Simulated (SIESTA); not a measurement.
BN:

```
N B
1.0
     2.55394    0.00000    0.00000
    -1.27697    2.21178    0.00000
     0.00000    0.00000    4.22685
N B
2 2
Direct
  0.33333 0.66667 0.12528
  0.66667 0.33333 0.62528
  0.33333 0.66667 0.49972
  0.66667 0.33333 0.99972
```

Measurements of this composition are mostly on another form, of space group No. 194.

Base run:

| Quantity | Value |
| --- | --- |
| Program | SIESTA 5.4.2 |
| Functional | PBE |
| Potentials or basis | PseudoDojo 0.4 standard (PBE files) |
| Basis | SZP (energy shift 0.003 Ry) |
| Grid cutoff | 800 Ry |
| Energy shift | 0.003 Ry |
| k mesh | 12 × 12 × 6 |
| Occupations | fermi-dirac, width 0.05 eV |
| Spin | no spin polarisation |

Its results: band gap on the k mesh 5.51 eV, indirect (least direct gap 8.48 eV); pressure 11.8 GPa; largest force 0.101 eV/Å.

Task: The run is repeated on the same cell with these changes: basis from SZP (energy shift 0.003 Ry) to DZP (energy shift 0.003 Ry). What comes out?

Result: Band gap on the k mesh 5.33 eV, indirect (least direct gap 8.36 eV); pressure 2.7 GPa; largest force 0.019 eV/Å.

Caveats: the basis of atomic orbitals isn't converged, which shifts pressures, moduli and gaps.

A k mesh can miss the band edges.
